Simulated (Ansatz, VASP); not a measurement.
**One calculation of Br, two programs**

Contents of INCAR:

```
SYSTEM = Br
PREC     = Accurate       ! precision mode
ENCUT    = 520            ! plane-wave cutoff, eV
EDIFF    = 1E-6           ! SCF threshold, eV
ISMEAR   = -1             ! smearing method
SIGMA    = 0.1            ! smearing width, eV
LREAL    = .False.        ! projectors in reciprocal space
LASPH    = .True.         ! aspherical terms in the spheres
NELM     = 60             ! most SCF steps
ALGO     = Normal         ! electronic algorithm
ISIF     = 2              ! what is computed and relaxed
LWAVE    = .False.        ! write WAVECAR
LCHARG   = .False.        ! write CHGCAR
GGA      = PE             ! functional
NBANDS   = 10             ! bands
```

Contents of KPOINTS:

```
Automatic mesh
0
Gamma
  15 15 14
  0 0 0
```

File POSCAR:

```
Br
1.0
    3.3764045282      0.0000000000      0.0000000000
   -1.6882022641      2.9240520948      0.0000000000
    0.0000000000      0.0000000000      2.5303783706
Br
1
Direct
    0.0000000000      0.0000000000      0.0000000000
```

Input for Ansatz:

```yaml
crystal:
  lattice:
    - [3.3764045282, 0.0, 0.0]
    - [-1.6882022641, 2.9240520948, 0.0]
    - [0.0, 0.0, 2.5303783706]
  atoms:
    - { symbol: Br, position: [0.0, 0.0, 0.0] }
kpoints:
  mp_grid: { grid: [15, 15, 14] }
scf:
  occupations: { method: fermi_dirac, width: 0.1 }
hamiltonian:
  xc: pbe
  pseudopotentials: { kind: all_electron, lapw: { basis_error: 0.001 } }
output:
  forces: true
  stress: true
  eigenvalues: true
  populations: true
```

Change from the starting cell: volume scaled by 0.7, LAPW.

Alike in both runs: task single point; functional PBE; k mesh 15 × 15 × 14; occupations fermi-dirac, width 0.1 eV; no spin polarisation.

|  | VASP | Ansatz |
| --- | --- | --- |
| version | VASP 6.6.1 | Ansatz 0.2.0 |
| potentials or method | VASP PAW PBE potentials, release 64 (Br) | all-electron LAPW, scalar-relativistic |
| plane-wave cutoff (eV) | 520 | see its input |

|  | VASP | Ansatz | Ansatz less VASP |
| --- | --- | --- | --- |
| pressure (GPa) | 8.4 | 8.4 | +0.01 |

Ansatz ran all-electron here, so the differences hold the error of VASP's frozen core and of both bases.

Caveats: an odd number of electrons without spin polarisation forces a metal; a magnetic or distorted state may lie lower.
